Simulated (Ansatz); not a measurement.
# Cadmium, fcc under BLYP: ground state and equation of state, part 2 of 2

What does BLYP give for cadmium in the fcc structure? We relax it, solve it on a dense k-mesh, then scale the cell to 7 volumes from 88 to 112 % of the relaxed one and try a fit of the equation of state. Spin polarisation is left out. The k-meshes are 12×12×12 for the relaxation; 19×19×19 for the dense run; 13×13×13 for the volumes.

Ansatz 0.2.0; DFT, BLYP, plane waves (420 eV) with PAW, scalar-relativistic. Earlier steps stand in the parts before.

### 7 Volume × 1.0

This is Cd in the fcc structure; at room conditions it is hcp.

input.yaml reads:

```yaml
crystal:
  lattice:
    - [0.0, 2.3651628377, 2.3651628377]
    - [2.3651628377, 0.0, 2.3651628377]
    - [2.3651628377, 2.3651628377, 0.0]
  atoms:
    - { symbol: Cd, position: [0.0, 0.0, 0.0] }
hamiltonian:
  xc: blyp
  pseudopotentials:
    kind: paw
    azcp:
      Cd: "pseudopotentials/Cd.paw.azcp"
basis:
  ecutwfc: 420
  fft_grid_basis: typed
kpoints:
  mp_grid: { grid: [13, 13, 13], shift: [0, 0, 0] }
magnetization:
  spin_polarized: false
scf:
  occupations: { method: fermi_dirac, width: 0.1 }
  lower_state_search: "off"
output:
  stress: true
```

The log of the run, cut to the lines that bear on the results:

```text
Warning: RAYON_NUM_THREADS=2 ignored (pool sized by the plan → 2); use --threads N
[...]
Pseudopotentials: kind: paw
Pseudopotential: Cd, paw, valence charge 20, recommended cutoff 420 eV (normal), <dir>
Functional definition: BLYP
[...]
Crystal: 1 atoms, lattice volume = 26.461 Å³
Basis set: ecut = 420 eV, 531 PW (Γ), exchange–correlation on 48×48×48 points (8 copies of the dense FFT grid, shifted against one another)
Bands: 14, of which v1, the nominal top of the filled ones, is band 10 counted from 1 (9 counted from 0)
Symmetry: 48 space group operations
Space group: Fm-3m (ITA 225), of the structure as read, at distance tolerance 3.0e-5 Å
k-points: 84 of 2197
[...]
SCF iter   1: F=—  HF=-8270.049960 eV  |F-HF|=—  |Δ(HF+E_count)|=         —  Δρ=5.27e-3  dr2=4.27e-3  ethr=1.77e-3  ⟨swp⟩=5.4  Hψ=6089  notcnv=0
[...]
SCF iter   6: F=-8270.051593 eV  HF=-8270.051593 eV  |F-HF|=1.82e-9  |Δ(HF+E_count)|=   1.07e-7  Δρ=2.06e-6  dr2=5.83e-10  ethr=2.64e-10  ⟨swp⟩=2.0  Hψ=4040  notcnv=0
[...]
SCF converged after 6 iterations
Free energy (F): -8270.051593 eV
[...]
E sigma→0 (E₀):  -8270.044807 eV
Entropy (-TS):   -0.013572 eV (-13.572 meV/atom)
Fermi energy:    11.505966 eV
[...]
--- Stress (GPa, compression-positive) ---
       -0.108721       0.000000       0.000000
       -0.000000      -0.108721       0.000000
       -0.000000      -0.000000      -0.108721
  P = ⅓ Tr σ = -0.1087 GPa (-1.087 kbar)
```

Run time: 1.2 s. Hardware: 2 threads of Arm Neoverse V1, shared host; peak memory 0.28 GiB.

### 8 Volume × 1.04

input.yaml, as its differences from that of step 7:

```diff
@@ -2,5 +2,5 @@
   lattice:
-    - [0.0, 2.3651628377, 2.3651628377]
-    - [2.3651628377, 0.0, 2.3651628377]
-    - [2.3651628377, 2.3651628377, 0.0]
+    - [0.0, 2.3962869706, 2.3962869706]
+    - [2.3962869706, 0.0, 2.3962869706]
+    - [2.3962869706, 2.3962869706, 0.0]
   atoms:
```

The log of the run, cut to the lines that bear on the results:

```text
Warning: RAYON_NUM_THREADS=2 ignored (pool sized by the plan → 2); use --threads N
[...]
Pseudopotentials: kind: paw
Pseudopotential: Cd, paw, valence charge 20, recommended cutoff 420 eV (normal), <dir>
Functional definition: BLYP
[...]
Crystal: 1 atoms, lattice volume = 27.520 Å³
Basis set: ecut = 420 eV, 537 PW (Γ), exchange–correlation on 48×48×48 points (8 copies of the dense FFT grid, shifted against one another)
Bands: 14, of which v1, the nominal top of the filled ones, is band 10 counted from 1 (9 counted from 0)
Symmetry: 48 space group operations
Space group: Fm-3m (ITA 225), of the structure as read, at distance tolerance 3.0e-5 Å
k-points: 84 of 2197
[...]
SCF iter   1: F=—  HF=-8270.047153 eV  |F-HF|=—  |Δ(HF+E_count)|=         —  Δρ=5.24e-3  dr2=4.50e-3  ethr=1.77e-3  ⟨swp⟩=5.5  Hψ=6087  notcnv=0
[...]
SCF iter   6: F=-8270.048798 eV  HF=-8270.048798 eV  |F-HF|=2.50e-9  |Δ(HF+E_count)|=   7.96e-8  Δρ=2.73e-6  dr2=1.07e-9  ethr=5.00e-10  ⟨swp⟩=4.0  Hψ=3415  notcnv=0
[...]
SCF converged after 6 iterations
Free energy (F): -8270.048798 eV
[...]
E sigma→0 (E₀):  -8270.041619 eV
Entropy (-TS):   -0.014359 eV (-14.359 meV/atom)
Fermi energy:    10.898957 eV
[...]
--- Stress (GPa, compression-positive) ---
       -0.696566      -0.000000       0.000000
        0.000000      -0.696566       0.000000
       -0.000000      -0.000000      -0.696566
  P = ⅓ Tr σ = -0.6966 GPa (-6.966 kbar)
```

Wall time 1.3 s (2 threads of Arm Neoverse V1, shared host); peak memory 0.28 GiB.

### 9 Volume × 1.08

input.yaml, as its differences from that of step 8:

```diff
@@ -2,5 +2,5 @@
   lattice:
-    - [0.0, 2.3962869706, 2.3962869706]
-    - [2.3962869706, 0.0, 2.3962869706]
-    - [2.3962869706, 2.3962869706, 0.0]
+    - [0.0, 2.4266229374, 2.4266229374]
+    - [2.4266229374, 0.0, 2.4266229374]
+    - [2.4266229374, 2.4266229374, 0.0]
   atoms:
@@ -25 +25,5 @@
   stress: true
+  write_density: true
+  write_potential: true
+  elf: true
+  volumetric_format: npy
```

The log of the run, cut to the lines that bear on the results:

```text
Warning: RAYON_NUM_THREADS=2 ignored (pool sized by the plan → 2); use --threads N
[...]
Pseudopotentials: kind: paw
Pseudopotential: Cd, paw, valence charge 20, recommended cutoff 420 eV (normal), <dir>
Functional definition: BLYP
[...]
Crystal: 1 atoms, lattice volume = 28.578 Å³
Basis set: ecut = 420 eV, 537 PW (Γ), exchange–correlation on 48×48×48 points (8 copies of the dense FFT grid, shifted against one another)
Bands: 14, of which v1, the nominal top of the filled ones, is band 10 counted from 1 (9 counted from 0)
Symmetry: 48 space group operations
Space group: Fm-3m (ITA 225), of the structure as read, at distance tolerance 3.1e-5 Å
k-points: 84 of 2197
[...]
SCF iter   1: F=—  HF=-8270.041236 eV  |F-HF|=—  |Δ(HF+E_count)|=         —  Δρ=5.24e-3  dr2=4.81e-3  ethr=1.77e-3  ⟨swp⟩=5.5  Hψ=6081  notcnv=0
[...]
SCF iter   6: F=-8270.042891 eV  HF=-8270.042891 eV  |F-HF|=2.62e-9  |Δ(HF+E_count)|=   1.00e-7  Δρ=2.84e-6  dr2=1.22e-9  ethr=5.00e-10  ⟨swp⟩=8.9  Hψ=7065  notcnv=0
[...]
SCF converged after 6 iterations
Free energy (F): -8270.042891 eV
[...]
E sigma→0 (E₀):  -8270.035566 eV
Entropy (-TS):   -0.014649 eV (-14.649 meV/atom)
Fermi energy:    10.343292 eV
[...]
--- Stress (GPa, compression-positive) ---
       -1.061957       0.000000      -0.000000
       -0.000000      -1.061957       0.000000
       -0.000000      -0.000000      -1.061957
  P = ⅓ Tr σ = -1.0620 GPa (-10.620 kbar)
--- Band table (eV; the first three rows and the last of 84) ---
  k-point 0: bands = ["-92.1775", "-53.2108", "-53.2108", "-53.2108", "1.7914", "1.7914", "1.7914", "2.0372", "2.0372", "3.4406", "22.4882", "22.4882", "22.4882", "23.2712"]
[...]
```

It took 1.6 s on 2 threads of Arm Neoverse V1, shared host; peak memory 0.29 GiB.

Axes a, b and c in the maps are those of this run's conventional cell (a, b, c = 4.853, 4.853, 4.853 Å).

Density in a lattice plane of the grid's cell (edges 4.85 and 4.85 Å, at 0.000 of the third edge), which holds Cd.

Values in e/Å³, 12 rows by 12 columns:
```
13.49  6.84  1.10  0.19  0.07  0.04  0.04  0.04  0.07  0.19  1.10  6.85
 1.99  1.10  0.33  0.12  0.07  0.07  0.07  0.07  0.07  0.12  0.33  1.10
 0.25  0.19  0.12  0.10  0.12  0.19  0.25  0.19  0.12  0.10  0.12  0.19
 0.07  0.07  0.07  0.12  0.33  1.10  1.99  1.10  0.33  0.12  0.07  0.07
 0.04  0.04  0.07  0.19  1.10  6.84 13.49  6.85  1.10  0.19  0.07  0.04
 0.03  0.04  0.07  0.25  1.99 13.49 26.64 13.49  1.99  0.25  0.07  0.04
 0.04  0.04  0.07  0.19  1.10  6.85 13.49  6.84  1.10  0.19  0.07  0.04
 0.07  0.07  0.07  0.12  0.33  1.10  1.99  1.10  0.33  0.12  0.07  0.07
 0.25  0.19  0.12  0.10  0.12  0.19  0.25  0.19  0.12  0.10  0.12  0.19
 1.99  1.10  0.33  0.12  0.07  0.07  0.07  0.07  0.07  0.12  0.33  1.10
13.49  6.85  1.10  0.19  0.07  0.04  0.04  0.04  0.07  0.19  1.10  6.84
26.64 13.49  1.99  0.25  0.07  0.04  0.03  0.04  0.07  0.25  1.99 13.49
```
Columns run along the first of these edges and rows up along the second, over one cell in 12 and 12 even steps from the bottom left corner. Atoms in the plane (fractional): Cd at (0.00, 0.00), Cd at (0.50, 0.50).

ELF in the same plane.

Ten even steps from '0' (0.05) to '9' (0.93):
```
886432111000000011123468
654321111000000011112345
443221111111111111112234
222111111111111111111122
111111111111111111111111
111111111122222111111111
111111112234443221111111
000011112345654321111000
000011123468886432111000
000011123579997532111000
000011123468886432111000
000011112345654321111000
111111112234443221111111
111111111122222111111111
111111111111111111111111
222111111111111111111122
443221111111111111112234
654321111000000011112345
886432111000000011123468
997532111000000011123579
```
Columns run along the first of these edges and rows up along the second, over one cell in 24 and 20 even steps from the bottom left corner. Atoms in the plane (fractional): Cd at (0.00, 0.00), Cd at (0.50, 0.50).

Both are smooth fields of the valence electrons: close to the nuclei they are not physical.

### 10 Volume × 1.12

input.yaml, as its differences from that of step 9:

```diff
@@ -2,5 +2,5 @@
   lattice:
-    - [0.0, 2.4266229374, 2.4266229374]
-    - [2.4266229374, 0.0, 2.4266229374]
-    - [2.4266229374, 2.4266229374, 0.0]
+    - [0.0, 2.4562188169, 2.4562188169]
+    - [2.4562188169, 0.0, 2.4562188169]
+    - [2.4562188169, 2.4562188169, 0.0]
   atoms:
```

The log of the run, cut to the lines that bear on the results:

```text
Warning: RAYON_NUM_THREADS=2 ignored (pool sized by the plan → 2); use --threads N
[...]
Pseudopotentials: kind: paw
Pseudopotential: Cd, paw, valence charge 20, recommended cutoff 420 eV (normal), <dir>
Functional definition: BLYP
[...]
Crystal: 1 atoms, lattice volume = 29.637 Å³
Basis set: ecut = 420 eV, 561 PW (Γ), exchange–correlation on 48×48×48 points (8 copies of the dense FFT grid, shifted against one another)
Bands: 14, of which v1, the nominal top of the filled ones, is band 10 counted from 1 (9 counted from 0)
Symmetry: 48 space group operations
Space group: Fm-3m (ITA 225), of the structure as read, at distance tolerance 3.1e-5 Å
k-points: 84 of 2197
[...]
SCF iter   1: F=—  HF=-8270.033467 eV  |F-HF|=—  |Δ(HF+E_count)|=         —  Δρ=5.25e-3  dr2=5.19e-3  ethr=1.77e-3  ⟨swp⟩=5.6  Hψ=6095  notcnv=0
[...]
SCF iter   6: F=-8270.035123 eV  HF=-8270.035123 eV  |F-HF|=2.66e-9  |Δ(HF+E_count)|=   1.30e-7  Δρ=2.77e-6  dr2=1.21e-9  ethr=5.00e-10  ⟨swp⟩=8.9  Hψ=7074  notcnv=0
[...]
SCF converged after 6 iterations
Free energy (F): -8270.035123 eV
[...]
E sigma→0 (E₀):  -8270.027931 eV
Entropy (-TS):   -0.014386 eV (-14.386 meV/atom)
Fermi energy:    9.834008 eV
[...]
--- Stress (GPa, compression-positive) ---
       -1.269254       0.000000      -0.000000
        0.000000      -1.269254      -0.000000
       -0.000000       0.000000      -1.269254
  P = ⅓ Tr σ = -1.2693 GPa (-12.693 kbar)
--- Band table (eV; the first three rows and the last of 84) ---
  k-point 0: bands = ["-92.6404", "-53.6746", "-53.6746", "-53.6746", "1.3421", "1.3421", "1.3421", "1.5679", "1.5679", "3.1363", "21.6454", "21.6454", "21.6454", "22.6584"]
[...]
```

Wall time 1.6 s (2 threads of Arm Neoverse V1, shared host); peak memory 0.29 GiB.

### 11 Fitting the volumes

The cell was scaled evenly, with its shape and the fractional positions fixed.

```csv
V (Å³/atom),E − E₀ (meV/atom),P from the stress (GPa),P from the fit (GPa)
23.286,29.1,3.76,3.84
24.345,10.4,2.03,1.98
25.403,1.6,0.78,0.70
26.461,0.1,-0.11,-0.17
27.520,3.3,-0.70,-0.73
28.578,9.3,-1.06,-1.07
29.637,17.0,-1.27,-1.24
```

Fit (Birch-Murnaghan, third order): V₀ = 26.221 Å³/atom, B₀ = 19.1 GPa, B₀′ = 9.4, largest residual 0.09 meV/atom.

### 12 What came out

The summary covers parts 1 to 2.

```
                      quantity                          value
space group (spins left aside)                Fm-3m (No. 225)
             conventional cell                    a = 4.730 Å
                        volume                 26.461 Å³/atom
             shortest distance                        3.345 Å
               gap on the mesh   none (levels filled in part)
               relative to hcp                    +9 meV/atom
                   V₀, B₀, B₀′  26.221 Å³/atom, 19.1 GPa, 9.4
```

In words: From the guessed start the volume grew by 22.6 % in 5 steps. It lies 9 meV/atom above the element's reference form at the same level (hcp, from a run of its own). No gap shows: it is a metal or semimetal at this level. B₀ comes out at 19.1 GPa, a soft solid. Relaxation kept the symmetry; phonons were not checked.
